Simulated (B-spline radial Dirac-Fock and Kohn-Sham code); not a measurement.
# The Ni-like isoelectronic sequence (28 electrons), Z = 36 to 51

Level of theory: Dirac-Fock ΔSCF + Breit + QED; a radial atomic solver. Binding energies in eV, tabulated ground configurations ([Ar] 3d10 throughout). Correlation and solid-state effects are left out.

```
  ion      2s   3p1/2   3p3/2   3d3/2  outermost level  NIST ionisation energy
 Kr⁸⁺  2074.6   363.9   355.8   232.7    231.4 (3d5/2)               233 ± 0.7
 Rb⁹⁺  2242.8   416.1   406.7   276.8    275.3 (3d5/2)           277.12 ± 0.12
Sr¹⁰⁺  2418.8   471.6   460.7   324.1    322.3 (3d5/2)           324.07 ± 0.15
Zr¹²⁺  2794.1   592.5   578.3   428.2    425.7 (3d5/2)                 426 ± 3
Nb¹³⁺  2993.6   658.0   641.8   485.0    482.1 (3d5/2)             482.5 ± 1.5
Mo¹⁴⁺  3200.8   726.7   708.5   544.9    541.6 (3d5/2)               544 ± 0.5
Tc¹⁵⁺  3416.1   798.9   778.2   607.9    604.1 (3d5/2)                 604 ± 3
Ru¹⁶⁺  3639.3   874.3   851.1   674.1    669.7 (3d5/2)                 670 ± 3
Rh¹⁷⁺  3870.6   953.2   927.1   743.4    738.4 (3d5/2)                 739 ± 3
Pd¹⁸⁺  4109.9  1035.4  1006.3   815.8    810.1 (3d5/2)                 810 ± 3
Ag¹⁹⁺  4357.5  1121.0  1088.5   891.3    884.9 (3d5/2)                 885 ± 4
Cd²⁰⁺       ?       ?       ?       ?                ?                       ?
In²¹⁺  4877.3  1302.4  1262.4  1051.7   1043.6 (3d5/2)                1043 ± 4
Sn²²⁺  5149.7  1398.3  1354.0  1136.5   1127.6 (3d5/2)                1127 ± 4
Sb²³⁺  5430.6  1497.7  1448.7  1224.5   1214.5 (3d5/2)                1214 ± 4
```

Q: Fill in the row of Cd²⁰⁺.

A: 2s 4613.2, 3p1/2 1210.0, 3p3/2 1173.9, 3d3/2 969.9, outermost 962.8 (3d5/2), NIST 963 ± 4 eV.

NIST's values are for the lowest levels; a dash marks a value that is missing or belongs to another shell. Their kind here: measured, semi-empirical, theoretical. 

Values without a named source are computed, but for edge energies of neutral atoms, which are taken from tables.
